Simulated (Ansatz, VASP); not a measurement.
## Sn: VASP beside Ansatz

```
Sn
1.0
    -2.89942    2.90080    1.55817
     2.90080   -2.89942    1.55817
     2.89858    2.89858   -1.55564
Sn
2
Direct
  0.00002 0.99998 0.00000
  0.74998 0.25002 0.50000
```

Alike in both runs: task single point; functional LDA; k mesh 12 × 12 × 8; occupations fermi-dirac, width 0.1 eV; no spin polarisation.

|  | VASP | Ansatz |
| --- | --- | --- |
| version | VASP 6.6.1 | Ansatz 0.2.0 |
| potentials or method | VASP PAW LDA potentials, release 64 (Sn_d) | plane waves (420 eV) with PAW, scalar-relativistic |
| plane-wave cutoff (eV) | 520 | 420 |
| valence electrons in the cell | 28 | 28 |

Ansatz gave:

```
pressure (GPa)                                  : -0.1
largest component of the traceless stress (GPa) : 0.28
```

Question: What did VASP give for the same quantities?

Answer: Pressure (GPa): -0.1; largest component of the traceless stress (GPa): 0.29.

Ansatz warned: «pseudo_functional_mismatch».
